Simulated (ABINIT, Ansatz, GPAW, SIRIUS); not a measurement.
# Bi: programs and potentials compared

```xyz
1
Lattice="-1.9814 1.9814 1.9814 1.9814 -1.9814 1.9814 1.9814 1.9814 -1.9814" Properties=species:S:1:pos:R:3 pbc="T T T"
Bi    0.0000    0.0000    0.0000
```

This isn't the form of Bi at room conditions, which is rhombohedral.

Alike in all runs: task single point; functional PBEsol; k mesh 9 × 9 × 9; occupations fermi-dirac, width 0.05 eV; no spin polarisation; no spin-orbit coupling. Pressure is positive in compression and, in plane waves, holds the error of the finite cutoff, which Ansatz's Pulay term estimates and takes out.

```csv
program and potentials,plane-wave cutoff (eV),notes,pressure (GPa)
"Ansatz, Ansatz PAW",420,"potentials made for PBE, which Ansatz adapts in part; Pulay term of +0.03 GPa included",-1.97
"ABINIT, PseudoDojo NC SR PBEsol v0.4.1 standard",898,-,-1.94
"GPAW, PAW data sets generated for this functional",600,-,-2.08
"SIRIUS, PseudoDojo 0.4.1 PBEsol standard (scalar relativistic)",915,-,-1.93
"Ansatz, all-electron LAPW, scalar-relativistic",-,-,?
```

Question: Estimate from the other rows what the run with Ansatz, all-electron LAPW, scalar-relativistic gave.

Answer: Pressure -1.95 GPa. The other rows, which needn't bracket it: pressure -2.08 to -1.93.
